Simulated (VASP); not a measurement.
Write the native input for VASP 6.6.1 that does the following.

```
Task                   : relaxation of cell and atoms
Functional             : optB88-vdW
Potentials or basis    : VASP PAW PBE potentials, release 64 (Co, O)
Cutoff                 : 600 eV
k mesh                 : 8 × 8 × 7
Occupations            : fermi-dirac, width 0.05 eV
Spin                   : collinear spin, ferromagnetic start
Starting moments       : [2.0, 0.0] μB
Further INCAR settings : ALGO = Normal; EDIFF = 1e-06; IBRION = 2; EDIFFG = -0.02; NSW = 60; ISIF = 3
```

The structure of CoO lies in POSCAR:

```
CoO
1.0
    2.8284500000      0.0000000000      0.0000000000
   -1.4142300000      2.4495100000      0.0000000000
    0.0000000000      0.0000000000      2.7217200000
Co O
1 1
Direct
    0.0000000000      0.0000000000      0.5000000000
    0.6666700000      0.3333300000      0.0000000000
```

The cell was built by a generator and needn't be a form met in nature.

One way to write it, as run:

INCAR

```
PREC = Accurate
ENCUT = 600
EDIFF = 1E-6
ISMEAR = -1
SIGMA = 0.05
LREAL = F
LASPH = T
NELM = 150
ALGO = Normal
ISIF = 3
LWAVE = F
LCHARG = F
ISPIN = 2
MAGMOM = 2 0
LORBIT = 11
LMAXMIX = 4
GGA = BO
LUSE_VDW = T
AGGAC = 0.0
PARAM1 = 0.1833333333
PARAM2 = 0.22
IBRION = 2
NSW = 60
EDIFFG = -0.02
```

KPOINTS

```
regular mesh
0
Gamma
  8 8 7
```

Potentials or basis: VASP PAW PBE potentials, release 64 (Co, O).

Launch:

```console
$ cat potpaw_PBE.64/Co/POTCAR potpaw_PBE.64/O/POTCAR > POTCAR
$ mpirun -np 1 vasp_std > vasp.out
```

It gave:

```json
{
  "Relaxed volume": "9.31 Å³/atom",
  "Relaxed cell": "a = 2.818 Å, b = 2.818 Å, c = 2.707 Å, α = 90.00°, β = 90.00°, γ = 120.00°",
  "Space group after relaxing (to 0.05 Å)": "P-6m2 (No. 187)",
  "Energy gained by relaxing": "1.0 meV/atom",
  "Ionic steps": "3",
  "Pressure after relaxing": "0.0 GPa",
  "Band gap on the k mesh": "none (metal or under the smearing width)",
  "Net moment": "3.00 μB per cell",
  "Site moments": "Co +2.53; O +0.42 μB",
  "Valence electrons inside the program's atomic spheres": "Co 7.88; O 4.97"
}
```

Caveat: the PAW data sets were made with another functional, which shifts forces and pressure a little; a cell with one magnetic atom can't hold antiferromagnetic order, which such compounds often take; semilocal functionals often make such compounds metallic where correlation or magnetic order opens a gap, which also shifts bond lengths.

Wall time 110 s on 1 thread of Intel(R) Xeon(R) Platinum 8488C (Sapphire Rapids), with other jobs on the host, peak memory 0.31 GiB.
